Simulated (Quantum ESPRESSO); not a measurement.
**P: zone-centre phonons under several settings**

```
CELL_PARAMETERS angstrom
1.64774 -5.46504 0.00000
1.64774 5.46504 0.00000
0.00000 0.00000 4.54364
ATOMIC_POSITIONS crystal
P 0.90414 0.09586 0.58882
P 0.09586 0.90414 0.41118
P 0.59586 0.40414 0.08882
P 0.40414 0.59586 0.91118
```

All runs used Quantum ESPRESSO 7.5; k mesh 8 × 8 × 6; relaxed cell; no spin polarisation.

```tsv
level	potentials	cutoff (eV)	occupations	volume (Å³/atom)	lowest optical mode without the field (cm⁻¹)	highest optical mode without the field (cm⁻¹)
LDA	PseudoDojo 0.4.1 SR LDA stringent	653	gaussian, width 0.272 eV	17.09	87	452
PBEsol	PseudoDojo 0.4.1 SR PBEsol standard	599	cold, width 0.136 eV	?	?	?
```

**Question.** What stands in the row left open?

**Answer.** Volume 17.88 Å³/atom; lowest optical mode without the field 77 cm⁻¹; highest optical mode without the field 456 cm⁻¹.

Caveats: the mesh is thin for the phonons of a metal; the layers were relaxed without a dispersion term, so their spacing and the soft interlayer modes are unreliable; the volume moved by over 15 % at a fixed basis, so the end points are rough (some runs).

For the row left open. Caveat: the mesh is thin for the phonons of a metal; the layers were relaxed without a dispersion term, so their spacing and the soft interlayer modes are unreliable.
